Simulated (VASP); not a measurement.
## BN: single point with PBEsol

BN:

```
B N
1.0
     2.50435    0.00000    0.00000
    -1.25217    2.16883    0.00000
     0.00000    0.00000    7.01910
B N
2 2
Direct
  0.37230 0.69519 0.25000
  0.70564 0.36186 0.75000
  0.33333 0.66667 0.75000
  0.66667 0.33333 0.25000
```

The cell isn't the ideal one: all B atoms moved +0.087 Å, as atom 1 along Cartesian [1 1 0].

```json
{"Program": "VASP 6.6.1", "Task": "single point", "Functional": "PBEsol", "Potentials or basis": "VASP PAW PBE potentials, release 64 (B, N)", "Cutoff": "520 eV", "k mesh": "12 × 12 × 4", "Occupations": "gaussian, width 0.05 eV", "Spin": "no spin polarisation", "Dipole correction": "no", "Further INCAR settings": "ALGO = Fast; EDIFF = 1e-07; NBANDS = 16"}
```

```
Pressure               : 3.0 GPa
Largest force          : 4.037 eV/Å
Band gap on the k mesh : 4.09 eV, indirect (least direct gap 4.51 eV)
```

Forces on the atoms (eV/Å):
```
B   -2.085 -2.586  0.000
B   -3.094 -2.591  0.000
N    3.095  2.591  0.000
N    2.084  2.586  0.000
```

Stress tensor (GPa, compression positive):
```
 4.65  1.13  0.00
 1.13  4.57  0.00
 0.00  0.00 -0.13
```

Levels at points of the mesh, in eV from the valence-band top:
```csv
k point,band 6,band 7,band 8,band 9,band 10,band 11
"(0.00, 0.00, 0.00)",-2.23,-0.25,-0.23,4.82,9.57,10.24
"(0.50, 0.00, 0.00)",-3.59,-1.38,-0.43,4.09,5.74,9.43
"(0.00, 0.50, 0.00)",-3.65,-1.34,-0.47,4.18,5.63,9.33
"(0.50, 0.50, 0.00)",-3.81,-1.30,-0.52,4.30,5.48,9.22
"(0.00, 0.00, 0.50)",-2.22,-0.25,-0.23,6.90,6.90,10.29
"(0.50, 0.00, 0.50)",-3.59,-1.20,-0.59,4.15,5.38,9.73
"(0.00, 0.50, 0.50)",-3.65,-1.13,-0.67,4.29,5.21,9.62
"(0.50, 0.50, 0.50)",-3.82,-0.98,-0.81,4.57,4.91,9.54
```

Run time: 2.4 min on 1 thread of AMD EPYC 7R13 Processor (Zen 3), with other jobs on the host, peak memory 0.2 GiB.

Caveat: the PAW data sets were made with another functional, which shifts forces and pressure a little; this functional lacks dispersion, which binds the layers, so the pressure and a relaxed spacing across them are unreliable. A k mesh can miss the band edges.
